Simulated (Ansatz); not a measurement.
## Phases of SiC at 320 GPa

Structure types of SiC are relaxed in primitive cells with their symmetry kept at 320 GPa, on PAW files; LAPW relaxes the small cells further and takes the PAW cell for the others (marked *). The enthalpy is E + pV at zero temperature, without zero-point motion. Only the types listed were tried, and differences under about 5 meV/atom are mesh noise. The real phase may be another.

All numbers are PBE results (scalar-relativistic) from Ansatz 0.2.0, with Fermi–Dirac smearing of 0.05 eV, no spin polarisation. Methods: LAPW: all electrons, basis error target 0.5 meV/atom; PAW: frozen-core files, cutoff 420 eV.

k meshes: rocksalt 18×18×18, CsCl 16×16×16, zincblende 18×18×18, wurtzite 14×14×8, NiAs 14×14×8.

Q: Which type is lowest in enthalpy, and by how much?

A: rocksalt, 204 meV/atom below NiAs. The whole table:

```tsv
start type	ends as	a, b, c (Å)	V (Å³/atom)	H − H(lowest), LAPW (meV/atom)	same, PAW
rocksalt	rocksalt, Fm-3m	3.458, 3.458, 3.458	5.17	0.0	0.0
CsCl	CsCl, Pm-3m	2.190, 2.190, 2.190	5.25	1803.3	1803.7
zincblende	zincblende, F-43m	3.651, 3.651, 3.651	6.08	1832.2	1840.8
wurtzite*	flat h-MgO, P6_3/mmc	2.768, 2.768, 3.479	5.77	1558.3	1561.2
NiAs*	NiAs, P6_3/mmc	2.417, 2.417, 4.133	5.23	203.8	204.4
```
